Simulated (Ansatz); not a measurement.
# Al2Pt: the cost of one run

Program: Ansatz 0.2.0. Level of theory: DFT PBE, scalar-relativistic, plane waves, PAW, unless a step names another level. These are calculated values, not measurements.

4 further runs of the same task are left out: 4 set aside as unsound or not needed.

## 1. What the formula suggests

Pauling electronegativities: Al 1.61, Pt 2.28 (spread 0.67). It is an alloy, so charge balance gives no guide. Tabulated atomic sizes suggest about 15 Å³/atom. 31 candidates were drawn, by swapping species into database cells of other compounds, at random by space group and Wyckoff sites, or by hand, as the table says:

| name | made from | space group no. | Wyckoff sites | atoms (primitive cell) | V (Å³/atom) |
| --- | --- | --- | --- | --- | --- |
| c01 | database cell of CrSi2 | 139 | Al 4e; Pt 2a | 3 | 13.1 |
| c02 | database cell of YbGa2 | 191 | Al 2d; Pt 1a | 3 | 16.6 |
| c03 | random | 186 | Al 2b, 2b; Pt 2a | 6 | 19.3 |
| c04 | random | 187 | Al 3j, 1c; Pt 2g | 6 | 15.7 |
| c05 | database cell of Fe2B | 121 | Al 8i; Pt 2a, 2b | 6 | 14.3 |
| c06 | database cell of Ag2Te | 139 | Al 4d; Pt 2a | 3 | 15.7 |
| c07 | random | 69 | Al 8e; Pt 4b | 3 | 16.2 |
| c08 | random | 156 | Al 1b, 1c; Pt 1a | 3 | 16.8 |
| c09 | random | 131 | Al 4i; Pt 2a | 6 | 18.9 |
| c10 | random | 191 | Al 2e; Pt 1a | 3 | 18.6 |
| c11 | database cell of Ti2H | 224 | Al 4c; Pt 2a | 6 | 16.5 |
| c12 | random | 67 | Al 8l; Pt 4g | 6 | 17.5 |
| c13 | database cell of Ta2H | 115 | Al 2g; Pt 1a | 3 | 14.8 |
| c14 | database cell of Ta2B | 140 | Al 8h; Pt 4a | 6 | 15.6 |
| c15 | random | 65 | Al 4k, 4e; Pt 4g | 6 | 16.8 |
| c16 | database cell of Y2C | 166 | Al 6c; Pt 3a | 3 | 17.8 |
| c17 | random | 191 | Al 1a, 3f; Pt 2e | 6 | 18.7 |
| c18 | database cell of Nb2Tc | 69 | Al 8i; Pt 4a | 3 | 16.1 |
| c19 | random | 136 | Al 4f; Pt 2b | 6 | 17.9 |
| c20 | random | 160 | Al 3a, 3a; Pt 3a | 3 | 17.2 |
| c21 | random | 189 | Al 1b, 3g; Pt 2e | 6 | 17.7 |
| c22 | random | 28 | Al 4d; Pt 2b | 6 | 19.1 |
| c23 | random | 2 | Al 2i; Pt 1g | 3 | 17.1 |
| c24 | random | 156 | Al 1a, 1b; Pt 1a | 3 | 18.7 |
| c25 | database cell of CeO2 | 225 | Al 8c; Pt 4a | 3 | 12.8 |
| c26 | random | 187 | Al 2i; Pt 1a | 3 | 17.9 |
| c27 | database cell of DyIr2 | 227 | Al 16d; Pt 8a | 6 | 15.6 |
| c28 | random | 156 | Al 1c, 1c; Pt 1a | 3 | 17.2 |
| c29 | random | 123 | Al 2h; Pt 1a | 3 | 19.0 |
| c30 | random | 191 | Al 2c; Pt 1a | 3 | 15.5 |
| c31 | random | 131 | Al 2c, 2e; Pt 2b | 6 | 17.2 |

## 2. Screening run of c10

File input.yaml:

```yaml
crystal:
  lattice:
    - [3.05512693, 0.0, 0.0]
    - [-1.52756347, 2.64581753, 0.0]
    - [0.0, 0.0, 6.89573712]
  atoms:
    - { symbol: Al, position: [0.0, 0.0, 0.64048788] }
    - { symbol: Al, position: [0.0, 0.0, 0.35951212] }
    - { symbol: Pt, position: [0.0, 0.0, 0.0] }
basis:
  ecutwfc: 420
kpoints:
  mp_grid: { grid: [7, 7, 3] }
hamiltonian:
  xc: pbe
scf:
  occupations: { method: gaussian, width: 0.2 }
  lower_state_search: "off"
output:
  forces: true
  stress: true
  eigenvalues: true
relax:
  adjacent_minimum: "off"
  f_tol: 0.08
  max_steps: 16
  cell: { stress_tol: 0.8 }
```

The run is started by

```bash
> ansatz run input.yaml --threads 1 --pin off --max-ram 2560MiB --backend cpu --events-out ev --progress --plain --runs-dir out
```

What time and memory should one allow on 1 thread of AMD EPYC 9R45 (Zen 5), shared host?

About 4.3 s, with a peak of 0.38 GiB.
